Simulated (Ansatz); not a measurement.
Here is an Ansatz 0.2.0 calculation.

input.yaml

```yaml
crystal:
  lattice:
    - [0.0, 1.964776, 1.964776]
    - [1.964776, 0.0, 1.964776]
    - [1.964776, 1.964776, 0.0]
  atoms:
    - { symbol: Zn, position: [0.0, 0.0, 0.0] }
kpoints:
  mp_grid: { grid: [12, 12, 12] }
scf:
  occupations: { method: fermi_dirac, width: 0.05 }
hamiltonian:
  xc: pbesol
  pseudopotentials: { kind: all_electron, lapw: { basis_error: 0.001 } }
output:
  forces: true
  stress: true
  eigenvalues: true
```

Potentials or basis: all-electron LAPW, scalar-relativistic.

Launch:

```bash
$ ansatz run input.yaml --threads 1 --pin off --max-ram 3072MiB --backend cpu --events-out ev --progress --plain --runs-dir out
```

**Question.** Predict the pressure.

**Answer.** -5.2 GPa.

**Question.** What does it give for the band gap on the k mesh?

**Answer.** None (metal or under the smearing width).
